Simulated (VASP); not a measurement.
Runs of VASP 6.6.1 on MnS. The structure is cubic, space group Fm-3m (No. 225). Conventional cell: a = 4.883 Å, b = 4.883 Å, c = 4.883 Å, α = 90.00°, β = 90.00°, γ = 90.00°. Mn (site symmetry m-3m) has 6 S at 2.44 Å as nearest neighbours. S (site symmetry m-3m) is surrounded by 6 Mn at 2.44 Å. 

```tsv
cell	target pressure	gap on the mesh (eV)	pressure (GPa)	moment (μB)
relaxed to 30 GPa	30 GPa	none	30.0	(b)
relaxed to 20 GPa	20 GPa	none	20.0	4.56
relaxed to 12 GPa	12 GPa	none	12.0	4.78
relaxed to 0.0001 GPa	0.0001 GPa	none	0.0	4.99
relaxed to 40 GPa	40 GPa	none	40.0	(a)
```

Alike in all rows: task relaxation of cell and atoms; level PBE+U; potentials or basis VASP PAW PBE potentials, release 64 (Mn_pv, S); spin collinear, ferromagnetic start; Mn d U = 1.9 eV; k mesh 14 × 14 × 14; cutoff (eV) 520; smearing gaussian 0.1 eV.

Estimate the missing entries.

(a) 4.03; (b) 4.38.

Caveats: the cell is relaxed towards a set pressure, so the enthalpy falls and the energy may rise; a cell with one magnetic atom can't hold antiferromagnetic order, which such compounds often take; the relaxation stopped at its first step, so nothing moved (some runs).

A gap of «none» marks a metal or a gap under the smearing width.
